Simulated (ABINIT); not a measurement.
Rh:

```
Rh
1.0
     0.00000    1.89785    1.89785
     1.89785    0.00000    1.89785
     1.89785    1.89785    0.00000
Rh
1
Direct
  0.00000 0.00000 0.00000
```

| Quantity | Value |
| --- | --- |
| Program | ABINIT 10.8.3 (patched build) |
| Task | single point |
| Functional | PBE |
| Potentials or basis | JTH PAW PBE v2.0 |
| Cutoff | 435 eV |
| k mesh | 12 × 12 × 12 |
| Occupations | fermi-dirac, width 0.05 eV |
| Spin | no spin polarisation |

On this cell: pressure 6.8 GPa; band gap on the k mesh none (metal or under the smearing width).

The same run follows on a disturbed copy (cell strained at random at fixed volume):

```
Rh
1.0
    -0.03933    1.88309    1.96246
     1.90193    0.03281    1.89032
     1.92465    1.83367    0.01009
Rh
1
Direct
  0.00477 0.00350 0.99418
```

What does the disturbed cell give?

The energy (extrapolated to zero smearing) moves by +42.6 meV/atom; pressure 8.2 GPa; band gap on the k mesh none (metal or under the smearing width).

Stress tensor (GPa, compression positive):
```
  3.29   2.07   5.62
  2.07  15.36 -10.08
  5.62 -10.08   5.96
```
